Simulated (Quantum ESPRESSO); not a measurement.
Ge:

```
CELL_PARAMETERS angstrom
0.00000 2.82891 2.82891
2.82891 0.00000 2.82891
2.82891 2.82891 0.00000
ATOMIC_POSITIONS crystal
Ge 0.75000 0.75000 0.75000
Ge 0.50000 0.50000 0.50000
```

| Property | Result |
| --- | --- |
| Program | Quantum ESPRESSO 7.5 |
| Task | phonons |
| Functional | LDA |
| Potentials or basis | PseudoDojo 0.4.1 SR LDA standard |
| Cutoff | 1061 eV |
| Density cutoff | 4245 eV |
| k mesh | 8 × 8 × 8 |
| Occupations | methfessel-paxton, width 0.272 eV |
| Spin | no spin polarisation |
| Form of the LDA correlation | PW92 |
| Mixing beta | 0.5 |
| Most SCF iterations | 120 |
| SCF threshold | 4e-10 Ry |

The cell and the atoms were relaxed first, to 22.17 Å³/atom (a = 3.973 Å, b = 3.973 Å, c = 3.973 Å, α = 60.00°, β = 60.00°, γ = 60.00°), and the response was taken there.

**Question.** Which optical modes does the crystal have at the zone centre, and which show in infrared and Raman spectra?

**Answer.** The optical modes are T2g. None is infrared active. Raman active: T2g.

Optical modes at Γ, degenerate ones joined:
```
cm⁻¹  components  symmetry  active in
 288           3       T2g      Raman
```
